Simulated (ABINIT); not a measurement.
# ZnS (F-43m) in ABINIT: further runs

Aim: see how the results for ZnS move with the level of theory and the settings. Levels: LDA, PBE. Tasks: single point.

Program: ABINIT 10.8.3 (patched build). These are calculated values, not measurements. Logs are shortened: lines on timing, memory, paths and dates and some standing lists are left out, and cuts for length are marked. The log counts tension as positive stress, the text compression.

**The experiment to reproduce.**

“Electronic, vibrational, and thermodynamic properties of ZnS (zincblende and rocksalt structure)”, 2009, arxiv:0911.5022 quotes, for a bulk crystal of ZnS at 19 K: band gap 3.85 eV (direct).

The results are compared with them further down.

## Step 1: The structure

It takes space group F-43m (No. 216, cubic). The conventional cell has a = 5.404 Å, b = 5.404 Å, c = 5.404 Å, α = 90.00°, β = 90.00°, γ = 90.00°. Zn (site symmetry -43m) is surrounded by 4 S at 2.34 Å. S (site symmetry -43m) is surrounded by 4 Zn at 2.34 Å.

## Step 2: Single point, LDA

The input, run.abi:

```
# Pseudopotentials
pp_dirpath "./"
pseudos "Zn.upf, S.upf"

# Structure
acell 3.8212050455 3.8212050455 3.8212050455 Angstrom
rprim
     0.0000000000     0.7071067812     0.7071067812
     0.7071067812     0.0000000000     0.7071067812
     0.7071067812     0.7071067812     0.0000000000
ntypat 2
znucl 30 16
natom 2
typat 1 2
xred
     0.7500000000     0.7500000000     0.7500000000
     0.0000000000     0.0000000000     0.0000000000

# Plane-wave basis
ecut 30.0

# k points
kptopt 1
ngkpt 7 7 7
nshiftk 1
shiftk 0.0 0.0 0.0

# Exchange and correlation
ixc 7

# Bands and occupations
nband 17
occopt 3
tsmear 0.05 eV

# SCF cycle
nstep 100
tolvrs 1.0e-10

# Output
iomode 3
prtwf 0
prtden 0
prteig 0
prtebands 0
enunit 1
```

Potentials or basis: PseudoDojo NC SR LDA v0.4.1 standard.

Started as:

```bash
$ abinit run.abi > log 2>&1
```

run.abo:

```text
.Version 10.8.3 of ABINIT
 Symmetries : space group F-4 3 m (#216); Bravais cF (face-center cubic)
================================================================================
 Values of the parameters that define the memory need of the present run
     intxc =       0    ionmov =       0      iscf =       7    lmnmax =       6
     lnmax =       6     mgfft =      36  mpssoang =       3    mqgrid =    3001
     natom =       2  nloc_mem =       1    nspden =       1   nspinor =       1
    nsppol =       1      nsym =      24    n1xccc =    2501    ntypat =       2
    occopt =       3   xclevel =       1
       mpw =        2106          nfft =       46656          nkpt =          20
================================================================================
================================================================================

--------------------------------------------------------------------------------
------------- Echo of variables that govern the present computation ------------
--------------------------------------------------------------------------------
 -outvars: echo values of preprocessed input variables --------
            acell      7.2210310069E+00  7.2210310069E+00  7.2210310069E+00 Bohr
              amu      6.53900000E+01  3.20660000E+01
             ecut      3.00000000E+01 Hartree
           enunit           1
              ixc           7
         kptrlatt        7    0    0      0    7    0      0    0    7
          kptrlen      5.05472170E+01
            natom           2
            nband          17
            ngfft          36      36      36
             nkpt          20
            nstep         100
             nsym          24
           ntypat           2
           occopt           3
           prtden           0
        prtebands           0
           prteig           0
            prtwf           0
            rprim      0.0000000000E+00  7.0710678120E-01  7.0710678120E-01
                       7.0710678120E-01  0.0000000000E+00  7.0710678120E-01
                       7.0710678120E-01  7.0710678120E-01  0.0000000000E+00
          spgroup         216
           tolvrs      1.00000000E-10
           tsmear      1.83746611E-03 Hartree
            typat      1  2
           xangst      4.0530000000E+00  4.0530000000E+00  4.0530000000E+00
                       0.0000000000E+00  0.0000000000E+00  0.0000000000E+00
            xcart      7.6590599884E+00  7.6590599884E+00  7.6590599884E+00
                       0.0000000000E+00  0.0000000000E+00  0.0000000000E+00
             xred      7.5000000000E-01  7.5000000000E-01  7.5000000000E-01
                       0.0000000000E+00  0.0000000000E+00  0.0000000000E+00
            znucl       30.00000   16.00000

================================================================================

 chkinp: Checking input parameters for consistency.

================================================================================
[... 93 lines left out ...]
 Integrated electronic density in atomic spheres:
 ------------------------------------------------
 Atom  Sphere_radius  Integrated_density
    1        2.00000         18.14829395
    2        2.00000          3.92804548
================================================================================

 ----iterations are completed or convergence reached----

 Mean square residual over all n,k,spin=   51.971E-08; max=  17.658E-05
 reduced coordinates (array xred) for    2 atoms
       0.750000000000      0.750000000000      0.750000000000
       0.000000000000      0.000000000000      0.000000000000
 rms dE/dt=  9.7754E-30; max dE/dt=  1.6829E-29; dE/dt below (all hartree)
    1       0.000000000000      0.000000000000     -0.000000000000
    2       0.000000000000     -0.000000000000      0.000000000000

 cartesian coordinates (angstrom) at end:
    1      4.05300000004306     4.05300000004306     4.05300000004306
    2      0.00000000000000     0.00000000000000     0.00000000000000

 cartesian forces (hartree/bohr) at end:
    1      0.00000000000000     0.00000000000000    -0.00000000000000
    2     -0.00000000000000    -0.00000000000000     0.00000000000000
 frms,max,avg= 1.3516938E-30 1.7766998E-30   0.000E+00  0.000E+00  0.000E+00 h/b

 cartesian forces (eV/Angstrom) at end:
    1      0.00000000000000     0.00000000000000    -0.00000000000000
    2     -0.00000000000000    -0.00000000000000     0.00000000000000
 frms,max,avg= 6.9506888E-29 9.1361579E-29   0.000E+00  0.000E+00  0.000E+00 e/A
 length scales=  7.221031006932  7.221031006932  7.221031006932 bohr
              =  3.821205045500  3.821205045500  3.821205045500 angstroms
 Fermi (or HOMO) energy (eV) =   4.36957   Average Vxc (eV)= -10.30765
 Eigenvalues (   eV  ) for nkpt=  20  k points:
 kpt#   1, nband= 17, wtk=  0.00292, kpt=  0.0000  0.0000  0.0000 (reduced coord)
-121.17220  -75.62064  -75.62064  -75.62064   -9.70959   -3.11008   -3.11008   -3.11008
  -2.62742   -2.62742    3.41332    3.41332    3.41332    5.26468    9.64167    9.64167
   9.64167
 prteigrs : prtvol=0 or 1, do not print more k-points.

--- !EnergyTerms
iteration_state     : {dtset: 1, }
comment             : Components of total free energy in Hartree
kinetic             :  9.59294000919075E+01
hartree             :  9.19582039861118E+01
xc                  : -2.53018110393516E+01
Ewald energy        : -1.07297656326798E+02
psp_core            :  3.45469025736251E+00
local_psp           : -2.32257369066678E+02
non_local_psp       : -4.64909472890606E+01
internal            : -2.20005489386506E+02
'-kT*entropy'       : -7.11462939090021E-12
total_energy        : -2.20005489386514E+02
total_energy_eV     : -5.98665434793250E+03
band_energy         : -2.70418059460097E+01
...

 Cartesian components of stress tensor (hartree/bohr^3)
  sigma(1 1)=  1.43272240E-03  sigma(3 2)=  0.00000000E+00
  sigma(2 2)=  1.43272240E-03  sigma(3 1)=  0.00000000E+00
  sigma(3 3)=  1.43272240E-03  sigma(2 1)=  0.00000000E+00

-Cartesian components of stress tensor (GPa)         [Pressure= -4.2152E+01 GPa]
- sigma(1 1)=  4.21521482E+01  sigma(3 2)=  0.00000000E+00
- sigma(2 2)=  4.21521482E+01  sigma(3 1)=  0.00000000E+00
- sigma(3 3)=  4.21521482E+01  sigma(2 1)=  0.00000000E+00

== END DATASET(S) ==============================================================
================================================================================

 -outvars: echo values of variables after computation  --------
            acell      7.2210310069E+00  7.2210310069E+00  7.2210310069E+00 Bohr
           etotal     -2.2000548939E+02
            fcart      1.5192071050E-30  1.2874636483E-31 -1.7766998347E-30
                      -1.5192071050E-30 -1.2874636483E-31  1.7766998347E-30
            rprim      0.0000000000E+00  7.0710678120E-01  7.0710678120E-01
                       7.0710678120E-01  0.0000000000E+00  7.0710678120E-01
                       7.0710678120E-01  7.0710678120E-01  0.0000000000E+00
           strten      1.4327223978E-03  1.4327223978E-03  1.4327223978E-03
                       0.0000000000E+00  0.0000000000E+00  0.0000000000E+00
           xangst      4.0530000000E+00  4.0530000000E+00  4.0530000000E+00
                       0.0000000000E+00  0.0000000000E+00  0.0000000000E+00
             xred      7.5000000000E-01  7.5000000000E-01  7.5000000000E-01
                       0.0000000000E+00  0.0000000000E+00  0.0000000000E+00
 Calculation completed.
```

Run time: 27 s. Hardware: 1 thread of Arm Neoverse V1, shared host; peak memory 0.07 GiB.

Results:

```
Free energy                                           : -5986.6543 eV
Band gap on the k mesh                                : 1.85 eV, direct
Valence electrons inside the program's atomic spheres : Zn 18.15; S 3.93
```

Levels at points of the mesh, in eV from the valence-band top:
```tsv
k point	band 10	band 11	band 12	band 13	band 14	band 15	band 16	band 17
(0.00, 0.00, 0.00)	-6.04	0.00	0.00	0.00	1.85	6.23	6.23	6.23
```

Caveat: the cutoff is too short for stress, so the log's stress isn't used.

## Step 3: Single point, PBE, spin-orbit coupling, no magnetisation

The input, run.abi:

```
pp_dirpath "./"
pseudos "Zn.upf, S.upf"

acell 3*1.0
rprim
     0.0000000000     5.1060399887     5.1060399887
     5.1060399887     0.0000000000     5.1060399887
     5.1060399887     5.1060399887     0.0000000000
ntypat 2
znucl 30 16
natom 2
typat 1 2
xred
     0.7500000000     0.7500000000     0.7500000000
     0.0000000000     0.0000000000     0.0000000000

ecut 1034.032677 eV

kptopt 1
ngkpt 7 7 7
nshiftk 1
shiftk 0.0 0.0 0.0

ixc 11

nband 34
occopt 3
tsmear 0.05 eV

nspinor 2
nspden 1
so_psp 2*1

nstep 100
tolvrs 1.0e-10

iomode 3
prtwf 0
prteig 0
prtebands 0
enunit 1
prtden 1
prtvha 1
prtvclmb 1
prtpot 1
```

Potentials or basis: PseudoDojo NC FR PBE v0.4 standard.

Started as:

```bash
$ abinit run.abi > log 2>&1
```

It took 4.6 min on 1 thread of Arm Neoverse V1, shared host; peak memory 0.14 GiB.

Results (log left out):

- Free energy: -5989.5908 eV
- Pressure: 1.2 GPa
- Band gap on the k mesh: 2.09 eV, direct
- Valence electrons inside the program's atomic spheres: Zn 18.12; S 3.95

Levels at points of the mesh, in eV from the valence-band top:
```
           k point  band 22  band 23  band 24  band 25  band 26  band 27  band 28  band 29  band 30  band 31
(0.00, 0.00, 0.00)    -0.06     0.00     0.00     0.00     0.00     2.09     2.09     6.26     6.26     6.41
```

## Step 4: Against experiment

Step 2. Measured gap of ZnS: 3.85 eV (direct; 19 K; quoted in “Electronic, vibrational, and thermodynamic properties of ZnS (zincblende and rocksalt structure)”, 2009, arxiv:0911.5022). This calculation gives 1.85 eV (-2.00 eV). So large a miss can be the level of theory's own, or it may mean another phase, state or a wrong row. The value is that of LDA, without temperature or zero-point motion. Semilocal functionals fall short of measured gaps as a rule.

Step 3. Against the measured gap of ZnS, 3.85 eV (direct; 19 K; quoted in “Electronic, vibrational, and thermodynamic properties of ZnS (zincblende and rocksalt structure)”, 2009, arxiv:0911.5022), the calculated 2.09 eV is off by -1.76 eV. The value is that of PBE, without temperature or zero-point motion. Semilocal functionals fall short of measured gaps as a rule.
